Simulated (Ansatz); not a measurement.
# Na: the cost of one run

Computed with Ansatz 0.2.0 (DFT PBE, scalar-relativistic, plane waves, PAW, unless a step's input says otherwise).

### Step 1. The starting structure

Symmetry: R-3m, No. 166, trigonal system. Conventional cell: a = 3.523 Å, b = 3.523 Å, c = 47.908 Å, α = 90.00°, β = 90.00°, γ = 120.00°. Around Na (site symmetry 3m) lie 3 Na at 2.03 Å.

Structure file:

```cif
data_structure
_symmetry_space_group_name_H-M 'R-3m:H'
_symmetry_Int_Tables_number 166
_cell_length_a 3.5233
_cell_length_b 3.5233
_cell_length_c 47.9077
_cell_angle_alpha 90.000
_cell_angle_beta 90.000
_cell_angle_gamma 120.000
_cell_volume 515.02
loop_
_atom_site_label
_atom_site_type_symbol
_atom_site_symmetry_multiplicity
_atom_site_Wyckoff_symbol
_atom_site_fract_x
_atom_site_fract_y
_atom_site_fract_z
_atom_site_occupancy
Na1 Na 6 c 0.00000 0.00000 0.05000 1
Na2 Na 6 c 0.00000 0.00000 0.28300 1
```

(A quick probe on a coarse mesh, which set the mesh and smearing, is not shown.)

### Step 3. A loose first relaxation

Contents of input.yaml:

```yaml
crystal:
  lattice:
    - [1.7616271319, 1.0170758987, 15.9692285695]
    - [-1.7616271319, 1.0170758987, 15.9692285695]
    - [0.0, -2.0341517976, 15.9692285695]
  atoms:
    - { symbol: Na, position: [0.05, 0.05, 0.05] }
    - { symbol: Na, position: [0.95, 0.95, 0.95] }
    - { symbol: Na, position: [0.283, 0.283, 0.283] }
    - { symbol: Na, position: [0.717, 0.717, 0.717] }
basis:
  ecutwfc: 420
kpoints:
  mp_grid: { grid: [6, 6, 6] }
hamiltonian:
  xc: pbe
scf:
  occupations: { method: gaussian, width: 0.1 }
  lower_state_search: "off"
output:
  forces: true
  stress: true
  eigenvalues: true
relax:
  adjacent_minimum: "off"
  f_tol: 0.04
  max_steps: 70
  cell: { stress_tol: 0.4 }
```

What time and memory should one allow on 1 thread of an x86-64 CPU, shared host?

About 99 s, with a peak of 0.5 GiB.
